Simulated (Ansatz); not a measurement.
## Every step of a relaxation of fcc Sb (111), 3 layers

DFT, PBE, PAW with Ansatz's default frozen-core files, scalar-relativistic (Ansatz 0.2.0); a Γ-centred 11×11×1 k mesh, Fermi–Dirac smearing of 0.1 eV, no spin polarisation. The run relaxes the atoms in the fixed cell.

Command: `ansatz run input.yaml --threads 1 --pin off --max-ram 3584MiB --backend cpu --events-out ev --progress --plain --runs-dir out` It took 26 s on 1 thread of Intel(R) Xeon(R) Platinum 8488C (Sapphire Rapids), with other jobs on the host, peak memory 0.46 GiB.

```yaml
crystal:
  lattice:
    - [3.3888387676, 0.0, 0.0]
    - [-1.6944193838, 2.9348204621, 0.0]
    - [0.0, 0.0, 21.534]
  atoms:
    - { symbol: Sb, position: [0.1666666665, 0.3333333335, 0.3715066748] }
    - { symbol: Sb, position: [0.5000000005, 0.9999999995, 0.4999999996] }
    - { symbol: Sb, position: [0.8333333335, 0.6666666665, 0.6284933252] }
kpoints:
  mp_grid: { grid: [11, 11, 1] }
scf:
  occupations: { method: fermi_dirac, width: 0.1 }
hamiltonian:
  xc: pbe
  pseudopotentials: { kind: paw }
output:
  forces: true
  stress: true
  eigenvalues: true
  write_density: true
  write_potential: true
  elf: true
  volumetric_format: npy
relax:
  f_tol: 0.01
  max_steps: 40
efield:
  axis: 3
  amplitude: 0
  dipole_correction: true
```

Each step lists its free energy a cell above the last geometry, and Cartesian positions (Å) with forces (eV/Å).

The first step:

```
step 1  dF = 17.21 meV
  Sb 0.0000 0.9783 8.0000   0.0000 0.0000 0.1325
  Sb 0.0000 2.9348 10.7670   0.0000 0.0000 0.0000
  Sb 1.6944 1.9565 13.5340   0.0000 0.0000 -0.1325
```

Spin–orbit coupling is left out, which matters for the heavy atoms.

Task: Where does the relaxation end, and by which steps?

Result: After 4 geometries, with a shortest distance of 3.296 Å. The further steps:
```
step 2  dF = 2.66 meV
  Sb 0.0000 0.9783 8.0724   0.0000 0.0000 0.0619
  Sb 0.0000 2.9348 10.7670   0.0000 0.0000 0.0000
  Sb 1.6944 1.9565 13.4616   0.0000 0.0000 -0.0619
step 3  dF = 0.82 meV
  Sb 0.0000 0.9783 8.1347   0.0000 0.0000 -0.0394
  Sb 0.0000 2.9348 10.7670   0.0000 0.0000 0.0000
  Sb 1.6944 1.9565 13.3993   0.0000 0.0000 0.0394
step 4  dF = 0.00 meV
  Sb 0.0000 0.9783 8.1147   0.0000 0.0000 -0.0022
  Sb 0.0000 2.9348 10.7670   0.0000 0.0000 0.0000
  Sb 1.6944 1.9565 13.4193   0.0000 0.0000 0.0022
step 5  dF = 0.00 meV  (same geometry, solved once more)
  Sb 0.0000 0.9783 8.1147   0.0000 0.0000 -0.0023
  Sb 0.0000 2.9348 10.7670   0.0000 0.0000 0.0000
  Sb 1.6944 1.9565 13.4193   0.0000 0.0000 0.0023
```
